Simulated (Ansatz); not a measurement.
# WGe2As4 monolayer in a perpendicular field

What dipole does a perpendicular field induce in the WGe2As4 monolayer, and does the gap follow? A positive field points along +c.

Program: Ansatz 0.2.0. Level of theory: plane-wave DFT, PBE-D3(BJ), Ansatz PAW. Results are calculated unless marked as measured.

## Step 1: The starting structure

The cell holds 7 atoms: 4 As, 2 Ge and 1 W. Its edges and angles: a = 3.730 Å, b = 3.730 Å, c = 49.778 Å, α = 90.0°, β = 90.0°, γ = 120.0°. Vacuum lies along c.

## Step 2: Relaxing the slab

The starting cell is a guess, so the in-plane lattice and the atoms are relaxed first, with the slab cut off from its images along the normal.

Input file input.yaml:

```yaml
crystal:
  lattice:
    - [3.73, 0.0, 0.0]
    - [-1.865, 3.2302747561, 0.0]
    - [0.0, 0.0, 49.7784718071]
  atoms:
    - { symbol: As, position: [0.0, 0.0, 0.4057979136] }
    - { symbol: Ge, position: [0.3333333333, 0.6666666667, 0.4231346983] }
    - { symbol: As, position: [0.3333333333, 0.6666666667, 0.4697411913] }
    - { symbol: W, position: [0.0, 0.0, 0.5] }
    - { symbol: As, position: [0.3333333333, 0.6666666667, 0.5302588087] }
    - { symbol: Ge, position: [0.3333333333, 0.6666666667, 0.5768653017] }
    - { symbol: As, position: [0.0, 0.0, 0.5942020864] }
  periodic: [true, true, false]
kpoints:
  mp_grid: { grid: [12, 12, 1] }
hamiltonian:
  xc: pbe
  dispersion: d3bj
scf:
  occupations: { method: fermi_dirac, width: 0.05 }
  convergence: { dr2_threshold: 1.0e-09 }
relax:
  f_tol: 0.004
  max_steps: 90
  cell: {}
output:
  write_potential: true
  write_density: true
  volumetric_format: npy
```

Command:

```sh
$ ansatz run input.yaml --threads 4 --pin off --max-ram 6144MiB --backend cpu --events-out ev --progress --plain --runs-dir out
```

Numbers of over 12 decimals in the logs are rounded to 6 here.

The log of the run:

```text
Warning: relax.cell: scf.convergence.dr2_threshold = 1e-9 eV is looser than the 1.8640561457e-10 eV advised for a relaxation that steers and ends on the stress (1e-10 eV for each atom of the cell: 7, times the square of relax.cell.stress_2d_tol = 0.05 N/m over 19.4 Å (the atoms' height at the walk's start and 5 Å past either face), 2.580e-2 GPa, over a crystal's default 0.05). What an SCF threshold leaves in a stress goes as its square root, and in the free energy as the threshold itself, and one threshold admits the most on a small cell: [figures from the program's tests cut] Set scf.convergence.dr2_threshold to 1.8640561457e-10 eV or tighter. [rest of the remark cut]
Engine: ansatz 0.2.0, x86_64-unknown-linux-gnu
Pseudopotentials: kind: paw
Pseudopotential: As, paw, valence charge 15, recommended cutoff 420 eV (normal), As.paw.azcp
Pseudopotential: Ge, paw, valence charge 14, recommended cutoff 420 eV (normal), Ge.paw.azcp
Pseudopotential: W, paw, valence charge 14, recommended cutoff 420 eV (normal), W.paw.azcp
Functional definition: PBE
  parameter kappa = 0.804
  parameter beta = 0.066725
  exchange = pbe_x(kappa = kappa, mu = beta*pi^2/3)
  correlation = pbe_c(beta = beta)
Crystal: 7 atoms, lattice volume = 599.777 Å³
Basis set: ecut = 420 eV, 11771 PW (Γ), exchange–correlation on 50×50×720 points (8 copies of the dense FFT grid, shifted against one another)
Bands: 62, of which v1, the nominal top of the filled ones, is band 51 counted from 1 (50 counted from 0)
Symmetry: 12 space group operations
Space group: P-6m2 (ITA 187), of the structure as read, at distance tolerance 8.4e-5 Å
k-points: 19 of 144 (time reversal used)
Non-local potential: As, projectors of the file, l = 0: 2, l = 1: 2, l = 2: 3, l = 3: 1
Non-local potential: Ge, projectors of the file, l = 0: 2, l = 1: 2, l = 2: 3, l = 3: 1
Non-local potential: W, projectors of the file, l = 0: 3, l = 1: 2, l = 2: 2, l = 3: 1
PAW form: soft (Blöchl's): semilocal exchange-correlation on the pseudo side does not see the compensation charge
PAW one-centre angular grid: As, 590 points (default); XC on 64 Gauss nodes
PAW one-centre angular grid: Ge, 590 points (default); XC on 64 Gauss nodes
PAW one-centre angular grid: W, 590 points (default); XC on 64 Gauss nodes
Initial density: superposition of atomic densities (neutral atoms: chi_scale 0, normalization atom), corrected by the library's trained network
Initial wavefunctions: pseudopotential atomic-orbital guess
Functional: x = pbe(κ = 0.804, μ = 0.219515), c = pbe(β = 0.066725)
SCF iter   1: F=—  HF=-38400.533141 eV  |F-HF|=—  |Δ(HF+E_count)|=         —  Δρ=3.34e-3  dr2=7.58e-1  ethr=1.77e-3  ⟨swp⟩=11.4  Hψ=5955  notcnv=0  defer=18
preconditioner: auto → Resta (q_TF=auto, 2.031 Å⁻¹)  ε∞=2.0  [insulator: Δε(μ)=0.399 eV  Ē_g=8.817 eV  σ=0.050 eV  W_gap=0.96  n_scr=86 (ndim 8)  ℏωp=8.8 eV  f_vac=0.738  D(μ)=0.04/eV (n_scr^D=0)  ε∞_Penn≈2.0  vacuum switching on, ρ_ref=5.6e-3 e/Å³]
SCF iter   2: F=—  HF=-38400.724184 eV  |F-HF|=—  |Δ(HF+E_count)|=   1.91e-1  Δρ=8.49e-3  dr2=4.50e0  ethr=7.43e-4  ⟨swp⟩=4.7  Hψ=2192  notcnv=0  defer=61  recentre
preconditioner: auto → LDOS  [metal: Δε(μ)=0.024 eV  Ē_g=8.803 eV  σ=0.050 eV  W_gap=0.12  n_scr=86 (ndim 8)  ℏωp=8.8 eV  f_vac=0.738  D(μ)=2.42/eV (n_scr^D=12)  β→1.0]
SCF iter   3: F=—  HF=-38400.463510 eV  |F-HF|=—  |Δ(HF+E_count)|=   2.61e-1  Δρ=1.50e-3  dr2=1.35e-1  ethr=7.43e-4  ⟨swp⟩=4.4  Hψ=2001  notcnv=0  defer=69
SCF iter   4: F=—  HF=-38400.449264 eV  |F-HF|=—  |Δ(HF+E_count)|=   1.42e-2  Δρ=6.17e-4  dr2=1.44e-2  ethr=1.32e-4  ⟨swp⟩=3.7  Hψ=2122  notcnv=0  defer=66
SCF iter   5: F=—  HF=-38400.446342 eV  |F-HF|=—  |Δ(HF+E_count)|=   2.92e-3  Δρ=2.28e-4  dr2=2.77e-3  ethr=1.41e-5  ⟨swp⟩=2.9  Hψ=1764  notcnv=0  defer=69
SCF iter   6: F=—  HF=-38400.446039 eV  |F-HF|=—  |Δ(HF+E_count)|=   3.03e-4  Δρ=1.08e-4  dr2=1.04e-4  ethr=2.72e-6  ⟨swp⟩=2.9  Hψ=1484  notcnv=0  defer=69
SCF iter   7: F=—  HF=-38400.446062 eV  |F-HF|=—  |Δ(HF+E_count)|=   2.27e-5  Δρ=3.75e-5  dr2=7.95e-6  ethr=1.02e-7  ⟨swp⟩=3.1  Hψ=2120  notcnv=0  defer=69
SCF iter   8: F=—  HF=-38400.446106 eV  |F-HF|=—  |Δ(HF+E_count)|=   4.49e-5  Δρ=1.06e-5  dr2=7.20e-7  ethr=7.79e-9  ⟨swp⟩=3.1  Hψ=2203  notcnv=0  defer=69
SCF iter   9: F=—  HF=-38400.446107 eV  |F-HF|=—  |Δ(HF+E_count)|=   2.86e-8  Δρ=3.32e-6  dr2=4.81e-8  ethr=7.06e-10  ⟨swp⟩=2.9  Hψ=2086  notcnv=0  defer=69
SCF iter  10: F=—  HF=-38400.446107 eV  |F-HF|=—  |Δ(HF+E_count)|=   7.65e-8  Δρ=9.85e-7  dr2=4.55e-9  ethr=4.72e-11  ⟨swp⟩=3.0  Hψ=2345  notcnv=0  defer=69
SCF iter  11: F=-38400.446107 eV  HF=-38400.446107 eV  |F-HF|=1.76e-9  |Δ(HF+E_count)|=   7.71e-9  Δρ=2.50e-7  dr2=3.38e-10  ethr=1.00e-12  ⟨swp⟩=12.3  Hψ=8720  notcnv=0
SCF 1 converged in 11 iterations: F = -38400.446107 eV  dr2 = 3.38e-10
  greatest PAW one-centre occupation: 1.000 electrons in one spin orbital (limit 2), on the W atom at site 3 (counted from 0), in its partial waves of l = 0
relax step   1: F+E_penalty+E_count = -38400.44610660 eV  Δ(F+E_penalty+E_count) = +0.000e0 eV  max|allowed force component| = 2.748e0 eV/Å  Δτ_max = 0.0000 Å  P = -0.200 N/m  Ω = 599.777 Å³  fix = [c, alpha, beta]  reactions: c -0.000 N/m  (11 SCF iters, accepted)
Crystal: 7 atoms, lattice volume = 587.140 Å³
Basis set: ecut = 420 eV, 11531 PW (Γ), exchange–correlation on 50×50×720 points (8 copies of the dense FFT grid, shifted against one another)
Initial density: handed on by an earlier stage of this run
Initial wavefunctions: those handed on with the density
iter 1 solved again at ethr=3.84e-4 eV; its pass at ethr=3.10e-3 eV (dr2=3.91e-1 eV) is discarded
SCF iter   1: F=—  HF=-38401.454933 eV  |F-HF|=—  |Δ(HF+E_count)|=         —  Δρ=6.36e-3  dr2=3.97e-1  ethr=3.84e-4  ⟨swp⟩=3.5  Hψ=7013  notcnv=0
preconditioner: auto → LDOS  [insulator: Δε(μ)=0.123 eV  Ē_g=8.752 eV  σ=0.050 eV  W_gap=0.52  n_scr=86 (ndim 8)  ℏωp=8.9 eV  f_vac=0.730  D(μ)=0.47/eV (n_scr^D=6)  ε∞_Penn≈2.0  β→1.0]
SCF iter   2: F=—  HF=-38401.628511 eV  |F-HF|=—  |Δ(HF+E_count)|=   1.74e-1  Δρ=6.38e-3  dr2=1.57e0  ethr=3.84e-4  ⟨swp⟩=6.4  Hψ=3540  notcnv=0  defer=22  recentre
SCF iter   3: F=—  HF=-38401.371744 eV  |F-HF|=—  |Δ(HF+E_count)|=   2.57e-1  Δρ=2.37e-3  dr2=1.00e-1  ethr=3.84e-4  ⟨swp⟩=5.3  Hψ=2608  notcnv=0  defer=77
SCF iter   4: F=—  HF=-38401.359170 eV  |F-HF|=—  |Δ(HF+E_count)|=   1.26e-2  Δρ=6.60e-4  dr2=6.96e-3  ethr=9.85e-5  ⟨swp⟩=3.7  Hψ=1934  notcnv=0  defer=77
SCF iter   5: F=—  HF=-38401.358104 eV  |F-HF|=—  |Δ(HF+E_count)|=   1.07e-3  Δρ=1.95e-4  dr2=2.39e-4  ethr=6.82e-6  ⟨swp⟩=3.2  Hψ=1935  notcnv=0  defer=77
[...]
SCF iter   9: F=—  HF=-38401.578377 eV  |F-HF|=—  |Δ(HF+E_count)|=   2.46e-7  Δρ=2.20e-6  dr2=2.74e-8  ethr=6.72e-10  ⟨swp⟩=3.0  Hψ=2321  notcnv=0  defer=72
SCF iter  10: F=—  HF=-38401.578377 eV  |F-HF|=—  |Δ(HF+E_count)|=   2.11e-8  Δρ=8.93e-7  dr2=5.01e-9  ethr=2.68e-11  ⟨swp⟩=3.5  Hψ=2557  notcnv=0  defer=72
SCF iter  11: F=-38401.578377 eV  HF=-38401.578377 eV  |F-HF|=1.39e-9  |Δ(HF+E_count)|=   4.28e-9  Δρ=3.03e-7  dr2=8.82e-10  ethr=1.00e-12  ⟨swp⟩=12.3  Hψ=8798  notcnv=0
SCF 3 converged in 11 iterations: F = -38401.578377 eV  dr2 = 8.82e-10
relax step   3: F+E_penalty+E_count = -38401.57837668 eV  Δ(F+E_penalty+E_count) = -2.202e-1 eV  max|allowed force component| = 2.048e-1 eV/Å  Δτ_max = 0.1987 Å  P = -0.548 N/m  Ω = 570.742 Å³  energy of the carried Pulay correction = +1.439e-3 eV  fix = [c, alpha, beta]  reactions: c -0.000 N/m  (11 SCF iters, accepted)
[...]
relax step   4: F+E_penalty+E_count = -38401.58132005 eV  Δ(F+E_penalty+E_count) = -2.943e-3 eV  max|allowed force component| = 6.095e-2 eV/Å  Δτ_max = 0.0065 Å  P = -0.163 N/m  Ω = 570.357 Å³  energy of the carried Pulay correction = +1.459e-3 eV  fix = [c, alpha, beta]  reactions: c -0.000 N/m  (9 SCF iters, accepted)
[...]
relax step   5: F+E_penalty+E_count = -38401.58161611 eV  Δ(F+E_penalty+E_count) = -2.961e-4 eV  max|allowed force component| = 1.691e-3 eV/Å  Δτ_max = 0.0040 Å  P = -0.016 N/m  Ω = 570.013 Å³  energy of the carried Pulay correction = +1.476e-3 eV  fix = [c, alpha, beta]  reactions: c -0.000 N/m  (8 SCF iters, accepted)
Initial wavefunctions: pseudopotential atomic-orbital guess (no wavefunctions were taken with the density)
iter 1 solved again at ethr=6.63e-7 eV; its pass at ethr=3.10e-3 eV (dr2=6.77e-4 eV) is discarded
SCF iter   1: F=—  HF=-38401.580254 eV  |F-HF|=—  |Δ(HF+E_count)|=         —  Δρ=2.75e-5  dr2=7.26e-7  ethr=6.63e-7  ⟨swp⟩=6.8  Hψ=10557  notcnv=0
eigensolver tolerance schedule: the retry pair's looser diagonalisation over-reported the residual by 931.73 of it (diagonalisation noise at 0.25 of the residual, at the tolerance the schedule requests for it); recorded, not acted on — ethr = c·dr2/N_el stays at c = 1.0e-1
preconditioner: auto → Resta (q_TF=auto, 2.048 Å⁻¹)  ε∞=2.1  [insulator: Δε(μ)=0.616 eV  Ē_g=8.650 eV  σ=0.050 eV  W_gap=1.00  n_scr=74 (ndim 8)  ℏωp=9.1 eV  f_vac=0.723  D(μ)=0.01/eV (n_scr^D=0)  ε∞_Penn≈2.1  vacuum switching on, ρ_ref=5.4e-3 e/Å³]
SCF iter   2: F=—  HF=-38401.580302 eV  |F-HF|=—  |Δ(HF+E_count)|=   4.79e-5  Δρ=1.68e-5  dr2=4.67e-7  ethr=7.11e-10  ⟨swp⟩=4.6  Hψ=3469  notcnv=0
SCF iter   3: F=—  HF=-38401.580302 eV  |F-HF|=—  |Δ(HF+E_count)|=   2.58e-7  Δρ=6.85e-6  dr2=5.60e-7  ethr=4.57e-10  ⟨swp⟩=2.7  Hψ=2250  notcnv=0
SCF iter   4: F=—  HF=-38401.580302 eV  |F-HF|=—  |Δ(HF+E_count)|=   3.61e-8  Δρ=4.44e-6  dr2=8.94e-7  ethr=4.57e-10  ⟨swp⟩=2.8  Hψ=1717  notcnv=0
SCF iter   5: F=—  HF=-38401.580302 eV  |F-HF|=—  |Δ(HF+E_count)|=   5.58e-8  Δρ=2.19e-6  dr2=1.24e-7  ethr=4.57e-10  ⟨swp⟩=2.1  Hψ=1406  notcnv=0
SCF iter   6: F=—  HF=-38401.580302 eV  |F-HF|=—  |Δ(HF+E_count)|=   1.31e-8  Δρ=6.55e-7  dr2=8.95e-9  ethr=1.22e-10  ⟨swp⟩=2.1  Hψ=1565  notcnv=0
SCF iter   7: F=-38401.580302 eV  HF=-38401.580302 eV  |F-HF|=4.07e-10  |Δ(HF+E_count)|=  4.66e-10  Δρ=1.67e-7  dr2=8.78e-11  ethr=1.00e-12  ⟨swp⟩=13.6  Hψ=10157  notcnv=0
SCF 6 converged in 7 iterations: F = -38401.580302 eV  dr2 = 8.78e-11
relax step   6: F+E_penalty+E_count = -38401.58030175 eV  Δ(F+E_penalty+E_count) = +1.314e-3 eV  max|allowed force component| = 1.656e-3 eV/Å  Δτ_max = 0.0000 Å  P = -0.023 N/m  Ω = 570.013 Å³  fix = [c, alpha, beta]  reactions: c -0.000 N/m  stress off target by 2.25e-2 N/m on what of the cell is left free  SCF on the basis re-selected at this cell (its energy is not comparable with the rows above)  (7 SCF iters)
basis re-selected at this cell: Δ(F+E_penalty+E_count) = +1.314e-3 eV, ΔP = -0.006 N/m vs the last step (what re-selecting the basis moved, of the pressure what is left beyond the Pulay correction that the steps carried, after the strain that the cell walked since its last selection, with what the two solves' SCF thresholds leave and, on support functions, any second-order correction that the steps lacked; it is no m [...]
WARN: The input density's exchange-correlation potential varies sharply where the density is thin. Do not read a vacuum level from v_tot or v_xc, or from such a field of the output density. On a cell that repeats whose density bears no net charge and no dipole along the vacuum's axis use v_es (v_loc + v_h of the components); under efield.dipole_correction with no amplitude use v_es + v_field, which holds any external [...]
SCF converged after 7 iterations
Free energy (F): -38401.580302 eV
Harris-Foulkes:  -38401.580302 eV  (|F-HF|=4.07e-10)
Internal energy: -38401.580161 eV  (E = F + TS)
E sigma→0 (E₀):  -38401.580231 eV
Entropy (-TS):   -0.000141 eV (-0.020 meV/atom)
Fermi energy:    -4.581620 eV
--- Per-component energies (eV) ---
  E_band       = -2950.219785
  E_kinetic    = 1086.187616
  E_local      = -699393.231442  (includes V_loc(G=0)·N_el)
  E_nonlocal   = -1841.909918
  E_hartree    = 348854.222379
  E_xc         = -734.753764
  E_vxc        = -684.817043  (∫ρ·V_xc dr)
  E_paw        = -19944.486341  (= ΣΔE_a)
  E_vpaw       = 175.108146  (= ΣTr[D̂ρ^β])
  E_aug_tail   = 0.000586  (compensation charges beyond the density's cutoff)
  E_ewald      = 333574.819963
  E_disp       = -2.429240  (pairwise vdW)
  E_smearing   = -0.000141  (= −TS)
  E_closure    = 0.000000  (closes the sum)
  Σ components = -38401.580302   (vs F -38401.580302, Δ=0.00e0)
--- Forces (eV/Å), atoms counted from 1 ---
  atom   1  As     0.00000000    -0.00000000     0.00040897
  atom   2  Ge    -0.00000000    -0.00000000    -0.00165608
  atom   3  As     0.00000000    -0.00000000     0.00138158
  atom   4  W      0.00000000    -0.00000000     0.00000000
  atom   5  As     0.00000000    -0.00000000    -0.00138158
  atom   6  Ge    -0.00000000    -0.00000000     0.00165608
  atom   7  As     0.00000000    -0.00000000    -0.00040897
  max |Σ_I F_I| component: 1.49e-16 eV/Å
--- 2D stress c σ (N/m, compression-positive) ---
       -0.022525      -0.000000       0.000000
       -0.000000      -0.022525       0.000000
        0.000000       0.000000      -0.000000
  P = ½ c Tr σ = -0.0225 N/m
--- Band table (eV; the first three rows and the last of 19) ---
  k-point 0: bands = [... 47 lower, -5.0285, -4.9897, -4.9897, -4.9586, -2.6550, -2.6496, -1.8994, -1.8994, ... 7 higher]
  k-point 1: bands = [... 47 lower, -5.6259, -5.2333, -5.1872, -4.9425, -2.4411, -2.3464, -1.8598, -1.7612, ... 7 higher]
  k-point 2: bands = [... 47 lower, -5.7867, -5.6842, -5.6270, -5.1138, -2.8666, -2.7498, -2.0500, -1.8344, ... 7 higher]
  k-point 18: bands = [... 47 lower, -7.4522, -6.6184, -5.9189, -4.8758, -4.2599, -4.0478, -2.9644, -2.9232, ... 7 higher]
  the weakly bound empty levels are not read free of the cell's end (no_gap_told)
--- Relaxed structure (5 steps of the walk, 5 accepted, 1 SCFs on fresh bases) ---
  F+E_penalty+E_count = -38401.58030175 eV   max|allowed force component| = 1.656e-3 eV/Å   (the final SCF, on the basis selected at the relaxed cell)
  cell:  # Å, volume = 570.0132 Å³
    - [3.636272, -5.202958381998741e-18, 0]
    - [-1.818136, 3.149104, 0]
    - [0, 0, 49.7784718071]
  atoms:
    - { symbol: As, position: [1.253935156479796e-17, -5.1357255561990634e-17, 0.397837] }
    - { symbol: Ge, position: [0.333333, 0.666667, 0.421727] }
    - { symbol: As, position: [0.333333, 0.666667, 0.470506] }
    - { symbol: W, position: [1.0573552618555002e-17, -5.1357255561990634e-17, 0.500000] }
    - { symbol: As, position: [0.333333, 0.666667, 0.529494] }
    - { symbol: Ge, position: [0.333333, 0.666667, 0.578273] }
    - { symbol: As, position: [8.607753672312032e-18, -5.1357255561990634e-17, 0.602163] }
```

Run time: 79 s. Hardware: 4 threads of Intel Xeon Platinum 8488C (Sapphire Rapids), shared host; peak memory 1.5 GiB; 5.2 min of CPU time.

Relaxation path:

```
step  energy less that of the first step (eV)  largest force component (eV/Å)  volume (Å³)
   1                                   0.0000                          2.7481       599.78
   2                                  -0.9121                          1.2774       587.14
   3                                  -1.1323                          0.2048       570.74
   4                                  -1.1352                          0.0610       570.36
   5                                  -1.1355                          0.0017       570.01
  6*                                  -1.1342                          0.0017       570.01
```

Relaxation steps marked * repeat the geometry before them on a plane-wave basis chosen anew for their cell, so energy and pressure can jump there.

Forces are held to the 12 operations that the run works with; a distortion that breaks them can't arise in this run.

```
cell as run  before  after  change
      a (Å)   3.730  3.636  -2.5 %
      b (Å)   3.730  3.636  -2.5 %
```

The atoms that moved most (Å, along periodic axes as changes of fractional coordinates times the final cell, across vacuum about the mean position):

```
atom     dx     dy      dz  length
 As7  0.000  0.000   0.396   0.396
 As1  0.000  0.000  -0.396   0.396
 Ge6  0.000  0.000   0.070   0.070
 Ge2  0.000  0.000  -0.070   0.070
 As3  0.000  0.000   0.038   0.038
 As5  0.000  0.000  -0.038   0.038
```

Numbers from this step:

| Item | Value |
| --- | --- |
| energy at zero smearing | -38401.5802 eV |

The lattice constant a goes from 3.730 to 3.636 Å.

(Continued in part 2 of 2.)

[Logs are printed without paths, hosts, clocks, repeated set-up lines and the standing remarks that a program may print on its own settings, such as how far it seeks lower states.]

[Hosts, paths, dates, database ids (printed as entryN), source tags and the programs' standing remarks are cut or masked in the printed files.]

[Maps of the electrostatic potential energy from Ansatz leave out the sawtooth potential of an applied field or a dipole correction, so their vacuum need not be flat; planar profiles and work functions include it.]
